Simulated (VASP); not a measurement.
# Al (Fm-3m) in VASP: notebook, part 2 of 2

VASP 6.6.1. The steps go on from the part before.

## (4) Single point, PBE

INCAR

```
SYSTEM = Al
PREC = Accurate
ENCUT = 500
EDIFF = 1E-7
ISMEAR = -1
SIGMA = 0.15
LREAL = .False.
LASPH = .True.
NELM = 100
ALGO = Normal
ISIF = 2
LWAVE = .False.
LCHARG = .False.
GGA = PE
NBANDS = 8
ADDGRID = .False.
```

KPOINTS

```
regular mesh
0
Gamma
  10 10 10
  0 0 0
```

POSCAR

```
Al
1.0
   -0.0142710000      2.0302060000      1.9470980000
    2.0319350000     -0.0386130000      1.9714400000
    2.0296090000      2.0522230000     -0.0362870000
Al
1
Direct
    0.0259050000     -0.0062880000     -0.0081470000
```

Potentials or basis: VASP PAW PBE potentials, release 64 (Al).

Command:

```bash
$ cat potpaw_PBE.64/Al/POTCAR > POTCAR
$ mpirun -np 1 vasp_std > vasp.out
```

OUTCAR:

```text
SYSTEM = Al
   PREC = Accurate
   ENCUT = 500
   EDIFF = 1E-7
   ISMEAR = -1
   LREAL = .False.
   LASPH = .True.
   NELM = 100
   ISIF = 2
   GGA = PE

 Found    504 irreducible k-points:

 Following reciprocal coordinates:
            Coordinates               Weight
  0.000000  0.000000  0.000000      1.000000
  0.100000  0.000000 -0.000000      2.000000
  0.200000  0.000000 -0.000000      2.000000
  0.300000  0.000000 -0.000000      2.000000
  0.400000  0.000000 -0.000000      2.000000
  0.500000  0.000000 -0.000000      1.000000
   k-points           NKPTS =    504   k-points in BZ     NKDIM =    504   number of bands    NBANDS=      8
   number of dos      NEDOS =    301   number of ions     NIONS =      1
   total plane-waves  NPLWV =  13824
   dimension x,y,z NGX =    24 NGY =   24 NGZ =   24
   dimension x,y,z NGXF=    48 NGYF=   48 NGZF=   48
   ions per type =               1
   NGX,Y,Z   is equivalent  to a cutoff of  14.18, 14.09, 13.82 a.u.
   NGXF,Y,Z  is equivalent  to a cutoff of  28.37, 28.18, 27.64 a.u.
 SYSTEM =  Al
   PREC   = accura    normal or accurate (medium, high low for compatibility)
   ISTART =      0    job   : 0-new  1-cont  2-samecut
   ICHARG =      2    charge: 1-file 2-atom 10-const
   ISPIN  =      1    spin polarized calculation?
   LNONCOLLINEAR =      F non collinear calculations
   LSORBIT =      F    spin-orbit coupling
   LASPH  =      T    aspherical Exc in radial PAW
   ENCUT  =  500.0 eV  36.75 Ry    6.06 a.u.   5.13  5.16  5.26*2*pi/ulx,y,z
   NELM   =    100;   NELMIN=  2; NELMDL= -5     # of ELM steps
   EDIFF  = 0.1E-06   stopping-criterion for ELM
   LREAL  =      F    real-space projection
   EDIFFG = 0.1E-05   stopping-criterion for IOM
   NSW    =      0    number of steps for IOM
   IBRION =     -1    ionic relax: 0-MD 1-quasi-New 2-CG
   NFREE  =      0    steps in history (QN), initial steepest desc. (CG)
   ISIF   =      2    stress and relaxation
   ISYM   =      2    0-nonsym 1-usesym 2-fastsym
   POTIM  = 0.5000    time-step for ionic-motion
   TEBEG  =    0.0;   TEEND  =   0.0 temperature during run
   PSTRESS=    0.0 pullay stress
   NELECT =       3.0000    total number of electrons
   NUPDOWN=      -1.0000    fix difference up-down
   EMIN   =  10.00;   EMAX   =-10.00  energy-range for DOS
   EFERMI =   0.00;   METHOD = LEGACY
   ISMEAR =    -1;   SIGMA  =   0.15  broadening in eV -4-tet -1-fermi 0-gaus
   EFERMI_NEDOS =   21; number of points for ismear=-14 and -15
   IALGO  =     38    algorithm
   IMIX   =      4    mixing-type and parameters
     AMIX     =   0.40;   BMIX     =  1.00
     AMIX_MAG =   1.60;   BMIX_MAG =  1.00
  volume/ion in A,a.u.               =      16.60       112.04
  Fermi-wavevector in a.u.,A,eV,Ry     =   0.925526  1.748991 11.654732  0.856599
  Thomas-Fermi vector in A             =   2.051390
   LORBIT       =      0    0 simple, 1 ext, 2 COOP (PROOUT), +10 PAW based schemes
   GGA     = PE    functional components
   LHFCALC =     F    Hartree Fock is set to
   AEXX    =    0.0000 exact exchange contribution
   IVDW    =     0    specifies the selected vdW correction
   LEPSILON=     F    determine dielectric tensor
   LRPA    =     F    only Hartree local field effects (RPA)
 non-spin polarized calculation
  energy-cutoff  :      500.00
  volume of cell :       16.60
 maximum number of plane-waves:       436
 NGX is ok and might be reduce to    24
   NGX = 11   NGY = 11   NGZ = 11

 number of electron       3.0000000 magnetization

 Free energy of the ion-electron system (eV)
  ---------------------------------------------------
  ext. energy  EPLUGINS =         0.00000000
  ---------------------------------------------------
  free energy    TOTEN  =        -3.75040859 eV

  energy without entropy =       -3.71537023  energy(sigma->0) =       -3.73288941

 E-fermi :   7.9984     XC(G=0): -10.1741

 val. band max:        7.9905200749   @ k =  -0.1000   0.5000   0.3000
 cond. band min:       8.0021460787   @ k =   0.5000  -0.4000   0.2000
 fundamental gap:      0.0116260038
 Fermi energy:         7.9984121901

 k-point     1 :       0.0000    0.0000    0.0000
  band No.  band energies     occupation
      1      -3.1570      2.00000
      2      20.0450      0.00000
      3      20.4247      0.00000
      4      21.1318      0.00000
      5      21.4460      0.00000
      6      21.8560      0.00000
      7      22.4947      0.00000
      8      24.5308      0.00000
[... 45 lines left out ...]
 k-point     6 :       0.5000    0.0000   -0.0000
  band No.  band energies     occupation
      1       3.4116      2.00000
      2       3.6697      2.00000
      3      18.6583      0.00000
      4      18.8202      0.00000
      5      19.5878      0.00000
      6      19.7207      0.00000
      7      23.0487      0.00000
      8      23.0948      0.00000

 [... further k-points ...]

------------------------ aborting loop because EDIFF is reached ----------------------------------------

  FORCE on cell =-STRESS in cart. coord.  units (eV):
  Direction    XX          YY          ZZ          XY          YZ          ZX
  --------------------------------------------------------------------------------------
  -------------------------------------------------------------------------------------
  Total       -0.0487600      0.0680539     -0.0861106     -0.0052385      0.1075936      0.0338920
  in kB       -4.7053765      6.5672541     -8.3097415     -0.5055214     10.3828646      3.2706052
  external PRESSURE =      -2.1492880 kB  Pullay stress =       0.0000000 kB

 VOLUME and BASIS-vectors are now :
 -----------------------------------------------------------------------------
  energy-cutoff  :      500.00
  volume of cell :       16.60
      direct lattice vectors                 reciprocal lattice vectors
    -0.014271000  2.030206000  1.947098000    -0.243600396  0.245440565  0.255882689
     2.031935000 -0.038613000  1.971440000     0.245113160 -0.237992671  0.249947439
     2.029609000  2.052223000 -0.036287000     0.245598817  0.239991210 -0.248434673

 POSITION                                       TOTAL-FORCE (eV/Angst)
 -----------------------------------------------------------------------------------
      4.03186      2.04973      1.97349         0.000000      0.000000     -0.000000
 -----------------------------------------------------------------------------------
    total drift:                                0.000000     -0.000000      0.000000

  FREE ENERGIE OF THE ION-ELECTRON SYSTEM (eV)
  ---------------------------------------------------
  free  energy   TOTEN  =        -3.7504085916 eV

  energy  without entropy=       -3.7153702295  energy(sigma->0) =       -3.73288941
```

OSZICAR:

```text
N       E                     dE             d eps       ncg     rms          rms(c)
DAV:   1    -0.243965205554E+01   -0.24397E+01   -0.85225E+02  8112   0.197E+02
DAV:   2    -0.376631605242E+01   -0.13267E+01   -0.12871E+01 11312   0.181E+01
DAV:   3    -0.377289195698E+01   -0.65759E-02   -0.65718E-02 10232   0.142E+00
DAV:   4    -0.377290735159E+01   -0.15395E-04   -0.15394E-04 12592   0.622E-02
DAV:   5    -0.377290738103E+01   -0.29435E-07   -0.30759E-07 10480   0.152E-03    0.129E+00
DAV:   6    -0.375987152231E+01    0.13036E-01   -0.17068E-03 10632   0.195E-01    0.749E-01
DAV:   7    -0.375041639917E+01    0.94551E-02   -0.50868E-03 10432   0.316E-01    0.145E-01
DAV:   8    -0.375041047565E+01    0.59235E-05   -0.14017E-05 11584   0.265E-02    0.780E-03
DAV:   9    -0.375040899658E+01    0.14791E-05   -0.81176E-07 11448   0.392E-03    0.691E-04
DAV:  10    -0.375040862724E+01    0.36934E-06   -0.41662E-09 10920   0.424E-04    0.239E-04
DAV:  11    -0.375040859157E+01    0.35668E-07   -0.14299E-10  5752   0.689E-05
   1 F= -.37504086E+01 E0= -.37328894E+01  d E =-.350384E-01
```

stdout:

```text
POSCAR found type information on POSCAR Al
 POSCAR found :  1 types and       1 ions
 scaLAPACK will be used
 LDA part: xc-table for (Slater+PW92), standard interpolation
 POSCAR, INCAR and KPOINTS ok, starting setup
 FFT: planning ... GRIDC
 FFT: planning ... GRID_SOFT
 FFT: planning ... GRID
 WAVECAR not read
 entering main loop
```

Wall time 23 s (1 thread of Intel Xeon 6975P-C (Granite Rapids), shared host); peak memory 0.17 GiB.

The run converged, but some of its settings lie outside the range that counts as converged, so its numbers aren't taken as properties of the crystal.

Results:

```
Free energy            : -3.7504 eV
Pressure               : -0.2 GPa
Band gap on the k mesh : none (metal or under the smearing width)
```

## (5) Single point, PBE

INCAR, as its differences from that of step 4:

```diff
@@ -2,3 +2,3 @@
 PREC = Accurate
-ENCUT = 500
+ENCUT = 350
 EDIFF = 1E-7
```

KPOINTS

```
regular mesh
0
Gamma
  12 12 12
  0 0 0
```

POSCAR

```
Al
1.0
    0.0000000000      2.0248050000      2.0248050000
    2.0248050000      0.0000000000      2.0248050000
    2.0248050000      2.0248050000      0.0000000000
Al
1
Direct
    0.0000000000      0.0000000000      0.0000000000
```

Potentials or basis: VASP PAW PBE potentials, release 64 (Al).

Command:

```bash
$ cat potpaw_PBE.64/Al/POTCAR > POTCAR
$ mpirun -np 1 vasp_std > vasp.out
```

OUTCAR:

```text
SYSTEM = Al
   PREC = Accurate
   ENCUT = 350
   EDIFF = 1E-7
   ISMEAR = -1
   LREAL = .False.
   LASPH = .True.
   NELM = 100
   ISIF = 2
   GGA = PE

 Found     72 irreducible k-points:

 Following reciprocal coordinates:
            Coordinates               Weight
  0.000000  0.000000  0.000000      1.000000
  0.083333  0.000000  0.000000      8.000000
  0.166667  0.000000  0.000000      8.000000
  0.250000  0.000000  0.000000      8.000000
  0.333333  0.000000  0.000000      8.000000
  0.416667  0.000000  0.000000      8.000000
   k-points           NKPTS =     72   k-points in BZ     NKDIM =     72   number of bands    NBANDS=      8
   number of dos      NEDOS =    301   number of ions     NIONS =      1
   total plane-waves  NPLWV =   5832
   dimension x,y,z NGX =    18 NGY =   18 NGZ =   18
   dimension x,y,z NGXF=    36 NGYF=   36 NGZF=   36
   ions per type =               1
   NGX,Y,Z   is equivalent  to a cutoff of  10.45, 10.45, 10.45 a.u.
   NGXF,Y,Z  is equivalent  to a cutoff of  20.90, 20.90, 20.90 a.u.
 SYSTEM =  Al
   PREC   = accura    normal or accurate (medium, high low for compatibility)
   ISTART =      0    job   : 0-new  1-cont  2-samecut
   ICHARG =      2    charge: 1-file 2-atom 10-const
   ISPIN  =      1    spin polarized calculation?
   LNONCOLLINEAR =      F non collinear calculations
   LSORBIT =      F    spin-orbit coupling
   LASPH  =      T    aspherical Exc in radial PAW
   ENCUT  =  350.0 eV  25.72 Ry    5.07 a.u.   4.37  4.37  4.37*2*pi/ulx,y,z
[... 60 lines left out ...]
      2      20.5288      0.00000
      3      20.5288      0.00000
      4      20.5288      0.00000
      5      21.9669      0.00000
      6      21.9669      0.00000
      7      21.9669      0.00000
      8      24.3586      0.00000
[... 45 lines left out ...]
 k-point     6 :       0.4167    0.0000    0.0000
  band No.  band energies     occupation
      1       1.4716      2.00000
      2       5.7925      2.00000
      3      18.8366      0.00000
      4      18.8366      0.00000
      5      20.1368      0.00000
      6      20.1368      0.00000
      7      22.4859      0.00000
      8      24.0030      0.00000

 [... further k-points ...]

------------------------ aborting loop because EDIFF is reached ----------------------------------------

  FORCE on cell =-STRESS in cart. coord.  units (eV):
  Direction    XX          YY          ZZ          XY          YZ          ZX
  --------------------------------------------------------------------------------------
  -------------------------------------------------------------------------------------
  Total       -0.0476039     -0.0476039     -0.0476039      0.0000000     -0.0000000      0.0000000
  in kB       -4.5938171     -4.5938171     -4.5938171      0.0000000     -0.0000000      0.0000000
  external PRESSURE =      -4.5938171 kB  Pullay stress =       0.0000000 kB

 VOLUME and BASIS-vectors are now :
 -----------------------------------------------------------------------------
  energy-cutoff  :      350.00
  volume of cell :       16.60
      direct lattice vectors                 reciprocal lattice vectors
     0.000000000  2.024805000  2.024805000    -0.246937359  0.246937359  0.246937359
     2.024805000  0.000000000  2.024805000     0.246937359 -0.246937359  0.246937359
     2.024805000  2.024805000  0.000000000     0.246937359  0.246937359 -0.246937359

 POSITION                                       TOTAL-FORCE (eV/Angst)
 -----------------------------------------------------------------------------------
      0.00000      0.00000      0.00000         0.000000      0.000000     -0.000000
 -----------------------------------------------------------------------------------
    total drift:                                0.000000      0.000000     -0.000000

  FREE ENERGIE OF THE ION-ELECTRON SYSTEM (eV)
  ---------------------------------------------------
  free  energy   TOTEN  =        -3.7664030500 eV

  energy  without entropy=       -3.7389638996  energy(sigma->0) =       -3.75268347
```

Run time: 3.2 s. Hardware: 1 thread of Intel Xeon 6975P-C (Granite Rapids), shared host; peak memory 0.11 GiB.

These settings aren't checked as converged: the numbers below hold their error.

Results:

```yaml
Free_energy: -3.7664 eV
Pressure: -0.5 GPa
Band_gap_on_the_k_mesh: none (metal or under the smearing width)
```

## (6) Single point, PBE

INCAR is that of step 5.

KPOINTS is that of step 5.

POSCAR

```
Al
1.0
   -0.0142710000      2.0302060000      1.9470980000
    2.0319350000     -0.0386130000      1.9714400000
    2.0296090000      2.0522230000     -0.0362870000
Al
1
Direct
    0.0259050000     -0.0062880000     -0.0081470000
```

Potentials or basis: VASP PAW PBE potentials, release 64 (Al).

Command:

```bash
$ cat potpaw_PBE.64/Al/POTCAR > POTCAR
$ mpirun -np 1 vasp_std > vasp.out
```

Run time: 26 s. Hardware: 1 thread of Intel Xeon 6975P-C (Granite Rapids), shared host; peak memory 0.16 GiB.

These settings aren't checked as converged: the numbers below hold their error.

Results:

```yaml
Free_energy: -3.7611 eV
Pressure: -0.4 GPa
Band_gap_on_the_k_mesh: none (metal or under the smearing width)
```
